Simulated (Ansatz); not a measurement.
**MoS₂: from supercell energies to defect levels (S vacancy)**

Theory: DFT PBE, scalar-relativistic, plane waves, PAW in Ansatz. Settings: 420 eV cutoff, 2×2×2 k-mesh, shifted by half a step, Gaussian smearing of 0.01 eV, collinear spin in charge -1 alone.

Host crystal, relaxed:

```
Mo S
1.0
     3.18507    0.00000    0.00000
    -1.59253    2.75835    0.00000
     0.00000    0.00000   14.80800
Mo S
2 4
Direct
  0.66667 0.33333 0.25000
  0.33333 0.66667 0.75000
  0.66667 0.33333 0.64448
  0.33333 0.66667 0.35552
  0.66667 0.33333 0.85552
  0.33333 0.66667 0.14448
```

The S vacancy was set at (0.667, 0.333, 0.644) of the host cell, in a supercell of 66 sites (1431 Å³), relaxed at fixed cell in each charge q, from a start with the atoms near it displaced at random. The host's Kohn–Sham gap is 1.45 eV and its static dielectric constant 9.7 (mean). For each charge: the supercell's free energy over the neutral one with q electrons exchanged at the valence band top, F(q) − F(0) + qE_v; the image-charge term; and the term that aligns the potential far from the defect with the host's.

```tsv
q	F(q) − F(0) + qE_v (eV)	image charge (eV)	alignment (eV)
0	0.000	0.000	0.000
-1	0.979	0.081	0.099
```

Question: Add the terms and find the levels between neighbouring charges, ε(q/q′) = [A(q′) − A(q)]/(q − q′), with and without the two corrections.

Answer: A(q): 0.000 eV for 0, 1.159 eV for -1.
| level | corrected (eV over E_v) | uncorrected (eV) |
| --- | --- | --- |
| (0/-1) | 1.16 | 0.98 |

As a check, a point charge in a simple cubic cell of this volume has q²αe²/(2εL) = 0.186 q² eV (e² = 14.40 eV Å, α = 2.837, L = 11.27 Å); the shape of the real cell and the anisotropy of ε can change it somewhat. The term grows as q², so it pushes donor levels down and acceptor levels up.

Question: Which of these charges is lowest with the Fermi level at the valence band top, at mid-gap and at the conduction band bottom?

Answer: The line A(q) + qE_F that lies lowest gives the charge: 0 at E_F = 0.00 eV, 0 at E_F = 0.72 eV, -1 at E_F = 1.45 eV. Charges beyond those computed could lie lower near the band edges.

Question: The neutral defect forms at 2.68 eV with atoms taken from and returned to the elements. What are the formation energies at those three Fermi levels, and what share of sites would hold the defect at 1200 K with E_F at mid-gap, if the host still stood at that temperature?

Answer: E_f = E_f(0) + A(q) + qE_F = 2.68, 2.68, 2.40 eV. In the dilute limit the share is exp(−E_f/k_BT) = exp(−2.683/0.1034) = 5.4×10⁻¹², leaving out degeneracy and vibrational entropy. This is the S-rich limit; a poorer supply of S lowers E_f, in a binary host by up to its heat of formation per S atom. The small cell and the narrow Kohn–Sham gap leave errors of tenths of an eV or more, which change the share by orders of magnitude.

Cost: 3 runs of about 2.8 core-hours in all, on Intel Xeon 6975P-C (Granite Rapids) (shared hosts).